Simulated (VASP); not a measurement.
Cu3N: band structure with PBE

Crystal: Cu3N.

```
Cu N
1.0
     3.82000    0.00000    0.00000
     0.00000    3.82000    0.00000
     0.00000    0.00000    3.82000
Cu N
3 1
Direct
  0.50000 0.00000 0.00000
  0.00000 0.50000 0.00000
  0.00000 0.00000 0.50000
  0.00000 0.00000 0.00000
```

The cell was built by a generator and needn't be a form met in nature.

```json
{
 "Program": "VASP 6.6.1",
 "Task": "band structure",
 "Functional": "PBE",
 "Potentials or basis": "VASP PAW PBE potentials, release 64 (Cu, N)",
 "Cutoff": "520 eV",
 "k mesh": "8 × 8 × 8",
 "Occupations": "gaussian, width 0.02 eV",
 "Spin": "no spin polarisation",
 "Further INCAR settings": "ALGO = Normal; EDIFF = 1e-06"
}
```

* Pressure: 1.2 GPa
* Band gap on the k mesh: 0.23 eV, indirect (least direct gap 0.76 eV)
* Band gap along the path: 0.23 eV, indirect (least direct gap 0.76 eV)

Levels at the corners of the path, in eV from the valence-band top:
```
point  band 15  band 16  band 17  band 18  band 19  band 20  band 21  band 22  band 23
    Γ    -2.33    -1.81    -1.81    -1.81    -1.77     0.98     5.27     5.27     6.60
    X    -2.32    -2.16    -1.81    -1.39    -1.39     1.56     3.33     6.75     7.20
    X    -2.32    -2.16    -1.81    -1.39    -1.39     1.56     3.33     6.75     7.20
    M    -2.38    -2.12    -1.06    -1.06    -0.68     0.23     3.55     4.82     4.82
    M    -2.38    -2.12    -1.06    -1.06    -0.68     0.23     3.55     4.82     4.82
    Γ    -2.33    -1.81    -1.81    -1.81    -1.77     0.98     5.27     5.27     6.60
    Γ    -2.33    -1.81    -1.81    -1.81    -1.77     0.98     5.27     5.27     6.60
    R    -1.85    -1.85     0.00     0.00     0.00     0.84     0.84     0.84     6.14
    R    -1.85    -1.85     0.00     0.00     0.00     0.84     0.84     0.84     6.14
    X    -2.32    -2.16    -1.81    -1.39    -1.39     1.56     3.33     6.75     7.20
    M    -2.38    -2.12    -1.06    -1.06    -0.68     0.23     3.55     4.82     4.82
    R    -1.85    -1.85     0.00     0.00     0.00     0.84     0.84     0.84     6.14
```

Run time: 45 s on 1 thread of Intel(R) Xeon(R) Platinum 8488C (Sapphire Rapids), on a shared host, peak memory 0.19 GiB.

PBE gaps usually lie below the measured ones, often by a third to a half.
